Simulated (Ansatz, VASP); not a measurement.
# Two plane-wave programs on Ti

```
Ti
1.0
    -1.64100    1.64100    1.64100
     1.64100   -1.64100    1.64100
     1.64100    1.64100   -1.64100
Ti
1
Direct
  0.00000 0.00000 0.00000
```

This isn't the form of Ti at room conditions, which is hcp.

Alike in both runs: task relaxation of cell and atoms; functional PBEsol; k mesh 13 × 13 × 13; occupations methfessel-paxton of order 1, width 0.1 eV; no spin polarisation.

|  | VASP | Ansatz |
| --- | --- | --- |
| version | VASP 6.6.1 | Ansatz 0.2.0 |
| potentials or method | VASP PAW PBE potentials, release 64 (Ti_sv) | plane waves, PAW |
| plane-wave cutoff (eV) | 600 | 517 |
| valence electrons in the cell | 12 | 12 |

```csv
,VASP,Ansatz,Ansatz less VASP
relaxed volume (Å³/atom),16.50,16.54,+0.042
relaxed cell length with the largest relative difference (Å),2.778,2.780,+0.0024
energy change over the relaxation (meV/atom),-27,-26,+1.6
```

Caveats: the PAW data sets were made with another functional, which shifts forces and pressure a little (VASP).
